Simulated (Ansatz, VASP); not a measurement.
**One calculation of SiC, two programs**

```
Si C
1.0
     3.19837    0.00000    0.00000
    -1.59919    2.76987    0.00000
     0.00000    0.00000    5.01742
Si C
2 2
Direct
  0.33333 0.66667 0.99779
  0.66667 0.33333 0.49779
  0.33333 0.66667 0.37721
  0.66667 0.33333 0.87721
```

Change from the starting cell: epitaxial_xy strain +4.0%.

Alike in both runs: task single point; functional r2SCAN; k mesh 12 × 12 × 6; no spin polarisation.

|  | VASP | Ansatz |
| --- | --- | --- |
| version | VASP 6.6.1 | Ansatz 0.2.0 |
| potentials or method | VASP PAW PBE potentials, release 64 (Si, C) | plane waves, PAW |
| plane-wave cutoff (eV) | 520 | 500 |
| occupations | gaussian, width 0.01 eV | fixed |
| valence electrons in the cell | 16 | 16 |

Ansatz gave:

| Item | Value |
| --- | --- |
| gap on the k mesh at the Fermi level (eV) | 2.59 |
| pressure (GPa) | -14.2 |
| largest component of the traceless stress (GPa) | 14.16 |

Question: What did VASP give for the same quantities?

Answer: gap on the k mesh at the Fermi level (eV): 2.60; pressure (GPa): -14.3; largest component of the traceless stress (GPa): 14.25.

Caveats: the PAW data sets were made with another functional, which shifts forces and pressure a little (VASP). A k mesh can miss the band edges.
